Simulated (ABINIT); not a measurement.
Runs of ABINIT 10.8.3 (patched build) on Os. The structure is hexagonal, space group P6_3/mmc (No. 194). Conventional cell: a = 2.734 Å, b = 2.734 Å, c = 4.320 Å, α = 90.00°, β = 90.00°, γ = 120.00°. Os (site symmetry -6m2) is surrounded by 12 Os at 2.68 to 2.73 Å. 

```tsv
task	level	potentials or basis	spin	cell	cell freedom (optcell)	cutoff smearing ecutsm (Ha)	optimiser (ionmov)	force stop (Ha/bohr)	gap on the mesh (eV)	pressure (GPa)	relaxed volume (Å³/atom)
relaxation of cell and atoms	revPBE+D3	JTH PAW PBE v2.0	off	relaxed	2	0.5	2	5e-05	none	0.0	13.86
band structure	LDA-PZ	JTH PAW LDA v2.0	SOC, no magnetisation	as given	-	-	-	-	none	(a)	-
relaxation of cell and atoms	revPBE+D3(BJ)	JTH PAW PBE v2.0	off	relaxed	2	0.5	2	0.0002	none	0.0	13.91
band structure	BLYP	JTH PAW PBE v2.0	SOC, no magnetisation	as given	-	-	-	-	none	26.3	-
```

Alike in all rows: k mesh 11 × 11 × 6; cutoff (eV) 408; smearing fermi-dirac 0.05 eV.

Problem. Estimate the missing entries.

Solution. (a) -8.4.

Caveats: the PAW data sets were made with another functional, which shifts forces and pressure a little (some runs); pairwise dispersion overbinds metals, which lowers pressure and volume (some runs); so large a pressure means that the cell lies far from this level's equilibrium, or that cutoff or potentials fall short (some runs); the potentials were made for another functional, which shifts forces and pressure (some runs).

A k mesh can miss the band edges, and rows without SOC leave out spin-orbit coupling on Os.

A gap of «none» marks a metal or a gap under the smearing width.

Runs at the PBE level aren't shown here.
